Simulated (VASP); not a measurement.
Here is a VASP 6.6.1 calculation.

Contents of INCAR:

```
SYSTEM = BaF2
  PREC = Accurate
  ENCUT = 520
  EDIFF = 1E-7
  ISMEAR = 0
  SIGMA = 0.02
  LREAL = .False.
  LASPH = .True.
  NELM = 80
  ALGO = Normal
  ISIF = 3
  LWAVE = .False.
  LCHARG = .False.
  GGA = PE
  IVDW = 12
  IBRION = 2
  NSW = 80
  EDIFFG = -0.002
```

The input KPOINTS:

```
regular mesh
0
Gamma
  8 8 8
  0 0 0
```

Contents of POSCAR:

```
BaF2
1.0
    0.0000000000      3.1000500000      3.1000500000
    3.1000500000      0.0000000000      3.1000500000
    3.1000500000      3.1000500000      0.0000000000
Ba F
1 2
Direct
    0.0000000000      0.0000000000      0.0000000000
    0.2500000000      0.2500000000      0.2500000000
    0.7500000000      0.7500000000      0.7500000000
```

Potentials or basis: VASP PAW PBE potentials, release 64 (Ba_sv, F).

Launch:

```bash
$ cat potpaw_PBE.64/Ba_sv/POTCAR potpaw_PBE.64/F/POTCAR > POTCAR
$ mpirun -np 1 vasp_std > vasp.out
```

Task: Estimate the dispersion energy per atom.

Result: -0.131 eV.

Task: What does it give for the space group after relaxing (to 0.05 Å)?

Result: Fm-3m (No. 225).

Task: Estimate the relaxed volume.

Result: 20.28 Å³/atom.

Task: Estimate the relaxed cell.

Result: a = 4.414 Å, b = 4.414 Å, c = 4.414 Å, α = 60.00°, β = 60.00°, γ = 60.00°.

The path:
| step | energy change (eV) | largest force (eV/Å) | pressure (GPa) | volume (Å³) |
| --- | --- | --- | --- | --- |
| 1 | 0.0000 | 0.0000 | 1.26 | 59.58 |
| 2 | -0.0048 | 0.0000 | -0.11 | 60.95 |
| 3 | -0.0048 | 0.0000 | 0.00 | 60.83 |

 Zero-point motion and thermal expansion aren't in these numbers.
